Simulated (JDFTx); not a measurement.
Crystal: GaSb.

```xyz
2
Lattice="0.0000 3.0590 3.0590 3.0590 0.0000 3.0590 3.0590 3.0590 0.0000" Properties=species:S:1:pos:R:3 pbc="T T T"
Sb    4.5885    4.5885    4.5885
Ga    0.0000    0.0000    0.0000
```

Base run:

```yaml
Program: JDFTx 1.7.0 (patched build)
Functional: PBEsol
Potentials_or_basis: PseudoDojo-SR-PBEsol-0.4.1-standard
Cutoff: 1088 eV
Density_cutoff: 8708 eV
k_mesh: 8 × 8 × 8
Occupations: fermi-dirac, width 0.05 eV
Spin: no spin polarisation
```

Its results: band gap on the k mesh none (metal or under the smearing width); pressure -0.2 GPa.

**Question.** The run is repeated on the same cell with these changes: functional from PBEsol to LDA; potentials or basis from PseudoDojo-SR-PBEsol-0.4.1-standard to PseudoDojo-SR-LDA-0.4.1-standard; cutoff from 1088 eV to 1143 eV; density cutoff from 8708 eV to 9143 eV. What comes out?

**Answer.** Band gap on the k mesh none (metal or under the smearing width); pressure -1.8 GPa.

Caveats: this crystal is a semiconductor, whose small gap the functional closes, so the metal is an error of the method; the empty levels aren't tightly converged (some runs).
